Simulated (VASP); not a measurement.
## Core-hole spectrum of ZnCu

Aim: an X-ray absorption edge of ZnCu by the supercell core-hole method. The cell has space group Pm-3m. The start is a cell from a database of measured crystal structures.

Main program and level: VASP 6.6.1; PBE; plane waves and PAW (Zn, Zn, Cu), in the first sound run; inputs show where later runs differ.

Most raw output is cut from this account.

## Step 1: Set-up

It takes space group Pm-3m (No. 221, cubic). The conventional cell has a = 2.945 Å, b = 2.945 Å, c = 2.945 Å, α = 90.00°, β = 90.00°, γ = 90.00°. Zn has 8 Cu at 2.55 Å nearest. Nearest to Cu lie 8 Zn at 2.55 Å. Farther neighbours are not listed.

## Step 2: Supercell without a hole

The cell without a hole gives, with ICORELEVEL = 1, the Kohn-Sham core levels of the initial state. It is a supercell, which puts a hole 5.9 Å from its nearest image.

INCAR reads:

```
SYSTEM = ZnCu
PREC = Accurate
ENCUT = 400
EDIFF = 1E-05
NELM = 100
ISMEAR = 0
SIGMA = 0.05
LREAL = .FALSE.
ALGO = Normal
GGA = PE
NBANDS = 114
LASPH = .TRUE.
LWAVE = .FALSE.
LCHARG = .FALSE.
KPAR = 2
NCORE = 4
ICORELEVEL = 1
```

POSCAR reads:

```
ZnCu
1.0
    5.8900000000      0.0000000000      0.0000000000
    0.0000000000      5.8900000000      0.0000000000
    0.0000000000      0.0000000000      5.8900000000
Zn Zn Cu
1 7 8
Direct
    0.2500000000      0.2500000000      0.2500000000
    0.2500000000      0.2500000000      0.7500000000
    0.2500000000      0.7500000000      0.2500000000
    0.2500000000      0.7500000000      0.7500000000
    0.7500000000      0.2500000000      0.2500000000
    0.7500000000      0.2500000000      0.7500000000
    0.7500000000      0.7500000000      0.2500000000
    0.7500000000      0.7500000000      0.7500000000
    0.0000000000      0.0000000000      0.0000000000
    0.0000000000      0.0000000000      0.5000000000
    0.0000000000      0.5000000000      0.0000000000
    0.0000000000      0.5000000000      0.5000000000
    0.5000000000      0.0000000000      0.0000000000
    0.5000000000      0.0000000000      0.5000000000
    0.5000000000      0.5000000000      0.0000000000
    0.5000000000      0.5000000000      0.5000000000
```

KPOINTS reads:

```
Automatic mesh
0
Gamma
3 3 3
0 0 0
```

PAW data sets: Zn, Zn and Cu (PBE family, release 64).

The run is started by

```sh
mpirun -np 8 vasp_std
```

Elapsed: 24 s, on 8 MPI ranks of AMD EPYC 7R43, shared host; peak memory 1.1 GiB.

The k-mesh is coarse for a metal. These are scalar-relativistic Kohn-Sham levels of the ground state, with no core hole, so they are not binding energies.

Numbers from this step:

| Quantity | Value |
| --- | --- |
| free energy (TOTEN) | -39.40 eV |
| energy at zero smearing | -39.39 eV |
| Fermi energy | 5.505 eV |
| pressure | 3.156 GPa |

The two shallowest core shells; atoms whose shallowest level rounds to another's at 0.01 eV are left out. Core levels, by row:

```
atom  shell  level below the Fermi level (eV)
 Zn1     3s                             126.3
 Zn1     3p                             80.46
 Cu9     3s                             113.1
 Cu9     3p                             70.42
```

## Step 3: K edge, Wyckoff site Zn b, full hole, excited electron kept

This step: supercell core-hole method, PBE, full hole, excited electron kept; plane waves and PAW (Zn, Zn, Cu) (VASP 6.6.1).

One core electron of the first atom, a species of its own in POSCAR, is moved to the lowest empty state, so the cell stays neutral. NBANDS covers the range above the edge.

INCAR reads:

```
SYSTEM = ZnCu
PREC = Accurate
ENCUT = 400
EDIFF = 1E-06
NELM = 100
ISMEAR = 0
SIGMA = 0.05
LREAL = .FALSE.
ALGO = Normal
GGA = PE
NBANDS = 216
LASPH = .TRUE.
LWAVE = .FALSE.
LCHARG = .FALSE.
KPAR = 2
ICORELEVEL = 2
CLNT = 1
CLN = 1
CLL = 0
CLZ = 1
CH_LSPEC = .TRUE.
CH_NEDOS = 1500
CH_SIGMA = 1
```

POSCAR is that of step 2.

KPOINTS is that of step 2.

The run is started by

```sh
mpirun -np 8 vasp_std
```

Wall time 57 s (8 MPI ranks); peak memory 1.2 GiB.

This run has no spin polarisation.

Numbers from this step:

* free energy (TOTEN): -181.3856 eV
* energy at zero smearing: -181.3790 eV
* Fermi energy: 5.494 eV
* pressure: 3.140 GPa

Smoothed further by a Gaussian, to a width of roughly 2 to 2.4 eV in all; heights scale with one over the cell volume; the energy axis is the program's own, and the fall at its high end is where NBANDS ends. Imaginary dielectric function times 10^5, xx against photon energy; read off at these points:

photon energy (eV), imaginary dielectric function times 10^5, xx and a bar:
```
   9525.7     0.0000 
   9527.8     0.0002 
   9529.8     0.0062 ####
   9531.9     0.0118 ########
   9533.9     0.0267 ##################
   9535.9     0.0323 #####################
   9538.0     0.0426 ############################
   9538.6     0.0403 ##########################
   9540.7     0.0301 ####################
   9542.0     0.0382 #########################
   9542.7     0.0339 ######################
   9544.8     0.0312 ####################
   9546.1     0.0457 ##############################
   9546.8     0.0441 #############################
   9548.8     0.0153 ##########
   9550.9     0.0188 ############
   9552.9     0.0269 ##################
   9555.0     0.0256 #################
   9557.0     0.0241 ################
   9559.7     0.0235 ###############
   9561.8     0.0348 #######################
   9563.8     0.0251 ################
   9565.8     0.0060 ####
   9567.9     0.0001 
   9569.9     0.0000
```

The smoothed xx curve reaches a tenth of its top at about 9529 eV.

## Step 4: K edge, Wyckoff site Zn b, no hole

This step: supercell core-hole method, PBE, no hole; plane waves and PAW (Zn, Zn, Cu) (VASP 6.6.1).

With CLZ = 0 the final states feel no hole, which shows what the hole does. NBANDS covers the range above the edge.

INCAR: that of step 3 with these lines changed.

```diff
@@ -19,3 +19,3 @@
 CLL = 0
-CLZ = 1
+CLZ = 0
 CH_LSPEC = .TRUE.
```

POSCAR is that of step 3.

KPOINTS is that of step 3.

The run is started by

```sh
mpirun -np 8 vasp_std
```

The job ended after 57 s (8 MPI ranks; peak memory 1.2 GiB; 7.3 min of CPU time).

This step gave:

```
free energy (TOTEN)     : -39.40 eV
energy at zero smearing : -39.39 eV
Fermi energy            : 5.505 eV
pressure                : 2.942 GPa
```

Smoothed further by a Gaussian, to a width of roughly 2 to 2.4 eV in all; heights scale with one over the cell volume; the energy axis is the program's own, and the fall at its high end is where NBANDS ends. The imaginary dielectric function times 10^5, xx by photon energy; read off at these points:

photon energy (eV), imaginary dielectric function times 10^5, xx and a bar:
```
   9526.0     0.0000 
   9528.0     0.0002 
   9530.0     0.0045 ###
   9532.1     0.0078 ######
   9534.8     0.0171 #############
   9536.8     0.0223 #################
   9538.8     0.0281 #####################
   9540.8     0.0240 ##################
   9542.8     0.0294 ######################
   9544.8     0.0245 ##################
   9546.9     0.0401 ##############################
   9549.5     0.0159 ############
   9551.5     0.0188 ##############
   9553.6     0.0230 #################
   9555.6     0.0248 ###################
   9556.2     0.0266 ####################
   9557.6     0.0227 #################
   9559.6     0.0186 ##############
   9561.6     0.0282 #####################
   9563.0     0.0345 ##########################
   9564.3     0.0270 ####################
   9566.3     0.0044 ###
   9568.4     0.0000 
   9570.4     0.0000
```

The smoothed xx curve reaches a tenth of its top at about 9530 eV.

## Step 5: Summary

This step: supercell core-hole method, PBE; plane waves and PAW (VASP 6.6.1).

No new run; the numbers come from the runs before.

Core-hole runs:

| site | hole | cost (core minutes) |
| --- | --- | --- |
| Zn b | full hole, excited electron kept | 7.6 |
| Zn b | no hole | 7.6 |

## Step 6: Outcome

* K edge of Zn b, full hole, excited electron kept: xx reaches a tenth of its top at 9529.5 eV on the program's axis; share within the next 5 eV of the next 20 eV: 13 %
* K edge of Zn b, no hole: xx reaches a tenth of its top at 9529.9 eV on the program's axis; share within the next 5 eV of the next 20 eV: 11 %

What this shows: The Zn K edge, for light polarised along x, reaches a tenth of its top at 9529.5 eV on the program's axis. That mark passes over any weaker pre-edge, and only dipole transitions enter. The electron from the core stays in the cell and fills some of the lowest empty states. Whether the program still counts those as final states wasn't checked, so features at and just under the onset are in doubt. Share of the first 20 eV of absorption, for light polarised along x, that lies within 5 eV of each run's own onset: 11 % with no hole and 13 % with full hole, excited electron kept. The hole draws weight to the edge. One site of the element was run (Wyckoff letter b). With 16 atoms and a 3×3×3 mesh the peak shapes still carry the imprint of the mesh, and the holes are close enough to feel one another. The fall at the high end is where NBANDS ends. The other core electrons stay frozen, so neither the program's energy axis nor the change of TOTEN is an excitation energy; spectra are aligned at the onset when set beside measurement. The given cell is kept, although it stands at +3.2 GPa at PBE and ENCUT = 400 eV, which holds the mismatch of the given cell with this functional, any error of the entry itself and any basis-set error. Not tabulated here, as repeats of values shown or as unfit to read for their mesh, reference level or band range: core levels (K edge).

[Lines on the potential files, build, host, timing and source positions are cut from VASP's logs without a mark.]

[Logs are printed without paths, hosts, clocks, repeated set-up lines and the standing remarks that a program may print on its own settings, such as how far it seeks lower states.]

[Hosts, paths, dates, database ids (printed as entryN), source tags and the programs' standing remarks are cut or masked in the printed files.]
